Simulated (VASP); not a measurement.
Input of a VASP 6.6.1 run:

Contents of INCAR:

```
  ALGO = Normal
  EDIFF = 1E-6
  EDIFFG = -0.01
  ENCUT = 600
  GGA = PE
  IBRION = 2
  ISIF = 3
  ISMEAR = 0
  LASPH = True
  LCHARG = False
  LREAL = False
  LWAVE = False
  NELM = 80
  NSW = 90
  PREC = Accurate
  SIGMA = 0.03
```

File KPOINTS:

```
k-points
0
Gamma
  8 8 8
```

POSCAR

```
GaP
1.0
    0.0000000000      2.7252500000      2.7252500000
    2.7252500000      0.0000000000      2.7252500000
    2.7252500000      2.7252500000      0.0000000000
Ga P
1 1
Direct
    0.0000000000      0.0000000000      0.0000000000
    0.2500000000      0.2500000000      0.2500000000
```

Potentials or basis: VASP PAW PBE potentials, release 64 (Ga_d, P).

The run is started by

```sh
$ cat potpaw_PBE.64/Ga_d/POTCAR potpaw_PBE.64/P/POTCAR > POTCAR
$ mpirun -np 1 vasp_std > vasp.out
```

Task: Estimate the space group after relaxing (to 0.05 Å).

Result: F-43m (No. 216).

Task: Predict the band gap on the k mesh.

Result: 1.58 eV, direct.

Final structure:
```cif
data_structure
_symmetry_space_group_name_H-M 'P 1'
_symmetry_Int_Tables_number 1
_cell_length_a 3.8931
_cell_length_b 3.8931
_cell_length_c 3.8931
_cell_angle_alpha 60.000
_cell_angle_beta 60.000
_cell_angle_gamma 60.000
_cell_volume 41.72
loop_
_atom_site_label
_atom_site_type_symbol
_atom_site_fract_x
_atom_site_fract_y
_atom_site_fract_z
_atom_site_occupancy
Ga1 Ga 0.00000 0.00000 0.00000 1
P1 P 0.25000 0.25000 0.25000 1
```

A k mesh can miss the band edges. A hybrid or GW would open this gap; PBE tends to underestimate it.
